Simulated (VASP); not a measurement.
# Sc in VASP: single point with PBEsol+D4

Aim: the single point of Sc with PBEsol+D4.

Everything below comes from runs of VASP 6.6.1. Logs are shortened: lines on timing, memory, paths and dates and some standing lists are left out, and cuts for length are marked.

## (1) The slab as given

The cell holds a slab with vacuum, 4 atoms: a = 3.125 Å, b = 3.125 Å, c = 27.614 Å, α = 90.00°, β = 90.00°, γ = 120.00°.

The cell was built by a generator and needn't be a form met in nature.

## (2) Single point, PBEsol+D4

INCAR reads:

```
ALGO     = Fast           # electronic algorithm
DIPOL    = 0.5 0.5 0.394
EDIFF    = 1E-7           # SCF threshold, eV
ENCUT    = 520            # plane-wave cutoff, eV
GGA      = PS             # functional
IDIPOL   = 3            
ISIF     = 2              # what is computed and relaxed
ISMEAR   = 1              # smearing method
IVDW     = 13             # dispersion correction
LASPH    = T              # aspherical terms in the spheres
LCHARG   = T              # write CHGCAR
LDIPOL   = T            
LELF     = T              # ELF
LREAL    = F              # projectors in reciprocal space
LVACPOTAV= T            
LVHAR    = T            
LWAVE    = F              # write WAVECAR
NBANDS   = 30             # bands
NELM     = 100            # most SCF steps
PREC     = Accurate       # precision mode
SIGMA    = 0.1            # smearing width, eV
```

KPOINTS reads:

```
k-points
0
Gamma
  18 18 1
```

POSCAR reads:

```
Sc
1.0
    3.1251708047      0.0000000000      0.0000000000
   -1.5625854024      2.7064773081      0.0000000000
    0.0000000000      0.0000000000     27.6140224765
Sc
4
Direct
    0.6666666667      0.3333333333      0.2534943979
    0.3333333333      0.6666666667      0.3462980647
    0.6666666667      0.3333333333      0.4402750875
    0.3333333333      0.6666666667      0.5365454042
```

Potentials or basis: VASP PAW PBE potentials, release 64 (Sc_sv).

The run is started by

```
> cat potpaw_PBE.64/Sc_sv/POTCAR > POTCAR
> mpirun -np 1 vasp_std > vasp.out
```

OUTCAR:

```text
EDIFF = 1E-7
   ENCUT = 520
   GGA = PS
   ISIF = 2
   ISMEAR = 1
   IVDW = 13
   LASPH = T
   LREAL = F
   NELM = 100
   PREC = Accurate

 ion  position               nearest neighbor table
   1  0.667  0.333  0.253-   2 3.13   2 3.13   2 3.13
   2  0.333  0.667  0.346-   1 3.13   1 3.13   1 3.13   3 3.16   3 3.16   3 3.16
   3  0.667  0.333  0.440-   2 3.16   2 3.16   2 3.16   4 3.21   4 3.21   4 3.21
   4  0.333  0.667  0.537-   3 3.21   3 3.21   3 3.21

  LATTYP: Found a hexagonal cell.
 ALAT       =     3.1251708047
 C/A-ratio  =     8.8360042385

  Lattice vectors:

 A1 = (   3.1251708047,   0.0000000000,   0.0000000000)
 A2 = (  -1.5625854024,   2.7064773081,   0.0000000000)
 A3 = (   0.0000000000,   0.0000000000,  27.6140224765)

Analysis of symmetry for initial positions (statically):
=====================================================================
 Subroutine PRICEL returns:
 Original cell was already a primitive cell.

 Routine SETGRP: Setting up the symmetry group for a
 hexagonal supercell.

 Subroutine GETGRP returns: Found  6 space group operations
 (whereof  6 operations were pure point group operations)
 out of a pool of 24 trial point group operations.

The static configuration has the point symmetry C_3v.

Analysis of symmetry for dynamics (positions and initial velocities):
=====================================================================
 Subroutine PRICEL returns:
 Original cell was already a primitive cell.

 Routine SETGRP: Setting up the symmetry group for a
 hexagonal supercell.

 Subroutine GETGRP returns: Found  6 space group operations
 (whereof  6 operations were pure point group operations)
 out of a pool of 24 trial point group operations.

The dynamic configuration has the point symmetry C_3v.

 Subroutine INISYM returns: Found  6 space group operations
 (whereof  6 operations are pure point group operations),
 and found     1 'primitive' translations

----------------------------------------------------------------------------------------

                                     Primitive cell

  volume of cell :     233.5650

  direct lattice vectors                    reciprocal lattice vectors
     3.125170805  0.000000000  0.000000000     0.319982511  0.184741989  0.000000000
    -1.562585402  2.706477308  0.000000000     0.000000000  0.369483977  0.000000000
     0.000000000  0.000000000 27.614022477     0.000000000  0.000000000  0.036213485

  length of vectors
     3.125170805  3.125170805 27.614022477     0.369483977  0.369483977  0.036213485

  position of ions in fractional coordinates (direct lattice)
     0.666666667  0.333333333  0.253494398
     0.333333333  0.666666667  0.346298065
     0.666666667  0.333333333  0.440275087
     0.333333333  0.666666667  0.536545404

  ion indices of the primitive-cell ions
   primitive index   ion index
                 1           1
                 2           2
                 3           3
                 4           4

----------------------------------------------------------------------------------------

 KPOINTS: k-points

Automatic generation of k-mesh.
 Grid dimensions read from file:
 generate k-points for:   18   18    1

 Generating k-lattice:

  Cartesian coordinates                     Fractional coordinates (reciprocal lattice)
     0.017776806  0.010263444  0.000000000     0.055555556  0.000000000  0.000000000
     0.000000000  0.020526888  0.000000000     0.000000000  0.055555556  0.000000000
     0.000000000  0.000000000  0.036213485     0.000000000  0.000000000  1.000000000

  Length of vectors
     0.020526888  0.020526888  0.036213485

  Shift w.r.t. Gamma in fractional coordinates (k-lattice)
     0.000000000  0.000000000  0.000000000

 Subroutine IBZKPT returns following result:
 ===========================================

 Found     37 irreducible k-points:

 Following reciprocal coordinates:
            Coordinates               Weight
  0.000000  0.000000  0.000000      1.000000
  0.055556 -0.000000  0.000000      6.000000
  0.111111 -0.000000  0.000000      6.000000
  0.166667 -0.000000  0.000000      6.000000
  0.222222  0.000000  0.000000      6.000000
  0.277778 -0.000000  0.000000      6.000000
[... 16 lines left out ...]
  0.333333  0.111111  0.000000     12.000000
  0.388889  0.111111  0.000000     12.000000
 [... further k-points ...]
   k-points           NKPTS =     37   k-points in BZ     NKDIM =     37   number of bands    NBANDS=     30
   number of dos      NEDOS =    301   number of ions     NIONS =      4
   total plane-waves  NPLWV = 120960
   dimension x,y,z NGX =    24 NGY =   24 NGZ =  210
   dimension x,y,z NGXF=    48 NGYF=   48 NGZF=  420
   ions per type =               4
   NGX,Y,Z   is equivalent  to a cutoff of  12.77, 12.77, 12.64 a.u.
   NGXF,Y,Z  is equivalent  to a cutoff of  25.53, 25.53, 25.29 a.u.
 SYSTEM =  unknown system
   PREC   = accura    normal or accurate (medium, high low for compatibility)
   ISTART =      0    job   : 0-new  1-cont  2-samecut
   ICHARG =      2    charge: 1-file 2-atom 10-const
   ISPIN  =      1    spin polarized calculation?
   LNONCOLLINEAR =      F non collinear calculations
   LSORBIT =      F    spin-orbit coupling
   LASPH  =      T    aspherical Exc in radial PAW
   ENCUT  =  520.0 eV  38.22 Ry    6.18 a.u.   5.81  5.81 51.34*2*pi/ulx,y,z
   NELM   =    100;   NELMIN=  2; NELMDL= -5     # of ELM steps
   EDIFF  = 0.1E-06   stopping-criterion for ELM
   LREAL  =      F    real-space projection
   EDIFFG = 0.1E-05   stopping-criterion for IOM
   NSW    =      0    number of steps for IOM
   IBRION =     -1    ionic relax: 0-MD 1-quasi-New 2-CG
   NFREE  =      0    steps in history (QN), initial steepest desc. (CG)
   ISIF   =      2    stress and relaxation
   ISYM   =      2    0-nonsym 1-usesym 2-fastsym
   POTIM  = 0.5000    time-step for ionic-motion
   TEBEG  =    0.0;   TEEND  =   0.0 temperature during run
   PSTRESS=    0.0 pullay stress
   NELECT =      44.0000    total number of electrons
   NUPDOWN=      -1.0000    fix difference up-down
   EMIN   =  10.00;   EMAX   =-10.00  energy-range for DOS
   EFERMI =   0.00;   METHOD = LEGACY
   ISMEAR =     1;   SIGMA  =   0.10  broadening in eV -4-tet -1-fermi 0-gaus
   EFERMI_NEDOS =   21; number of points for ismear=-14 and -15
   IALGO  =     68    algorithm
   IMIX   =      4    mixing-type and parameters
     AMIX     =   0.40;   BMIX     =  1.00
     AMIX_MAG =   1.60;   BMIX_MAG =  1.00
  volume/ion in A,a.u.               =      58.39       394.04
  Fermi-wavevector in a.u.,A,eV,Ry     =   0.938476  1.773462 11.983154  0.880737
  Thomas-Fermi vector in A             =   2.065691
   LORBIT       =      0    0 simple, 1 ext, 2 COOP (PROOUT), +10 PAW based schemes
   GGA     = PS    functional components
   LHFCALC =     F    Hartree Fock is set to
   AEXX    =    0.0000 exact exchange contribution
   IVDW    =    13    specifies the selected vdW correction
   LEPSILON=     F    determine dielectric tensor
   LRPA    =     F    only Hartree local field effects (RPA)
 non-spin polarized calculation
 RMM-DIIS sequential band-by-band and
 Methfessel and Paxton  Order N= 1 SIGMA  =   0.10
  energy-cutoff  :      520.00
  volume of cell :      233.57
 maximum number of plane-waves:      6332
 NGX is ok and might be reduce to    24
   NGX = 11   NGY = 11   NGZ =103

 dipolmoment           0.000000      0.000000     -0.020328 electrons x Angstroem

 number of electron      44.0000010 magnetization

 dipolmoment           0.000000      0.000000      0.005022 electrons x Angstroem

 Free energy of the ion-electron system (eV)
  ---------------------------------------------------
  ext. energy  EPLUGINS =         0.00000000
  ---------------------------------------------------
  free energy    TOTEN  =       -24.72155138 eV

  energy without entropy =      -24.71547475  energy(sigma->0) =      -24.71952584

 E-fermi :  -0.5960     XC(G=0):  -4.6574

 val. band max:       -0.6020193034   @ k =   0.3889   0.2222   0.0000
 cond. band min:      -0.5958038279   @ k =   0.1111   0.0556   0.0000
 fundamental gap:      0.0062154756
 Fermi energy:        -0.5959895632

 k-point     1 :       0.0000    0.0000    0.0000
  band No.  band energies     occupation
      1     -49.9623      2.00000
      2     -49.8782      2.00000
      3     -49.4534      2.00000
      4     -49.3506      2.00000
      5     -28.7700      2.00000
      6     -28.7013      2.00000
[... 22 lines left out ...]
     29       1.1998     -0.00000
     30       1.4457      0.00000

 k-point     2 :       0.0556   -0.0000    0.0000
  band No.  band energies     occupation
      1     -49.9602      2.00000
      2     -49.8761      2.00000
      3     -49.4512      2.00000
      4     -49.3487      2.00000
      5     -28.7673      2.00000
      6     -28.6984      2.00000
[... 22 lines left out ...]
     29       1.2860     -0.00000
     30       1.4991      0.00000

 k-point     3 :       0.1111   -0.0000    0.0000
  band No.  band energies     occupation
      1     -49.9542      2.00000
      2     -49.8700      2.00000
      3     -49.4448      2.00000
      4     -49.3431      2.00000
      5     -28.7595      2.00000
      6     -28.6903      2.00000
[... 22 lines left out ...]
     29       1.2402     -0.00000
     30       1.3748     -0.00000

 k-point     4 :       0.1667   -0.0000    0.0000
  band No.  band energies     occupation
      1     -49.9450      2.00000
      2     -49.8607      2.00000
      3     -49.4350      2.00000
      4     -49.3346      2.00000
      5     -28.7477      2.00000
      6     -28.6779      2.00000
[... 616 lines left out ...]
     29       1.3334     -0.00000
     30       1.7074      0.00000

 k-point    23 :       0.3333    0.1111    0.0000
  band No.  band energies     occupation
      1     -49.8984      2.00000
      2     -49.8135      2.00000
      3     -49.3853      2.00000
      4     -49.2916      2.00000
      5     -28.8283      2.00000
      6     -28.7590      2.00000
[... 22 lines left out ...]
     29       1.1867     -0.00000
     30       1.5440      0.00000

 k-point    24 :       0.3889    0.1111    0.0000
  band No.  band energies     occupation
      1     -49.8927      2.00000
      2     -49.8077      2.00000
      3     -49.3792      2.00000
      4     -49.2863      2.00000
      5     -28.8620      2.00000
      6     -28.7930      2.00000
[... 22 lines left out ...]
     29       1.1104     -0.00000
     30       1.5483      0.00000

 [... further k-points ...]

------------------------ aborting loop because EDIFF is reached ----------------------------------------

  DFT-D4 for vdW energy calculation

  Edisp (eV):   -0.51342

  FORCE on cell =-STRESS in cart. coord.  units (eV):
  Direction    XX          YY          ZZ          XY          YZ          ZX
  --------------------------------------------------------------------------------------
  -------------------------------------------------------------------------------------
  Total       1.80297     1.80297    -0.34357    -0.00000     0.00000     0.00000
  in kB      12.36779    12.36779    -2.35676    -0.00000     0.00000     0.00000
  external pressure =        7.46 kB  Pullay stress =        0.00 kB

 VOLUME and BASIS-vectors are now :
 -----------------------------------------------------------------------------
  energy-cutoff  :      520.00
  volume of cell :      233.57
      direct lattice vectors                 reciprocal lattice vectors
     3.125170805  0.000000000  0.000000000     0.319982511  0.184741989  0.000000000
    -1.562585402  2.706477308  0.000000000     0.000000000  0.369483977  0.000000000
     0.000000000  0.000000000 27.614022477     0.000000000  0.000000000  0.036213485

 POSITION                                       TOTAL-FORCE (eV/Angst)
 -----------------------------------------------------------------------------------
      1.56259      0.90216      7.00000         0.000000      0.000000      0.004401
     -0.00000      1.80432      9.56268        -0.000000      0.000000     -0.050256
      1.56259      0.90216     12.15777        -0.000000      0.000000      0.198062
     -0.00000      1.80432     14.81618         0.000000     -0.000000     -0.152207
 -----------------------------------------------------------------------------------
    total drift:                               -0.000000     -0.000000     -0.000127

  FREE ENERGIE OF THE ION-ELECTRON SYSTEM (eV)
  ---------------------------------------------------
  free  energy   TOTEN  =       -25.2349685907 eV

  energy  without entropy=      -25.2288919552  energy(sigma->0) =      -25.23294305

 vacuum level on the upper side and lower side of the slab         3.228         3.121
```

It took 11 min on 1 thread of Intel Xeon Platinum 8488C (Sapphire Rapids), shared host; peak memory 0.44 GiB.

Results:

* Free energy: -25.2350 eV
* Largest force: 0.198 eV/Å
* Band gap on the k mesh: none (metal or under the smearing width)
* Dispersion energy per atom: -0.128 eV
* Work function of the upper face: 3.82 eV
* Work function of the lower face: 3.72 eV

Forces in eV/Å, atoms in the order of the input:
```
Sc   0.000  0.000  0.004
Sc   0.000  0.000 -0.050
Sc   0.000  0.000  0.198
Sc   0.000  0.000 -0.152
```

Levels at points of the mesh, in eV from the Fermi level:
| k point | band 18 | band 19 | band 20 | band 21 | band 22 | band 23 | band 24 | band 25 | band 26 | band 27 |
| --- | --- | --- | --- | --- | --- | --- | --- | --- | --- | --- |
| (0.00, 0.00, 0.00) | -4.33 | -3.30 | -2.28 | 0.02 | 0.06 | 0.43 | 0.83 | 1.43 | 1.58 | 1.60 |
| (0.50, 0.00, 0.00) | -1.56 | -1.36 | -1.25 | -0.68 | -0.30 | -0.09 | 0.53 | 0.74 | 1.38 | 1.54 |

Caveat: the PAW data sets were made with another functional, which shifts forces and pressure a little.
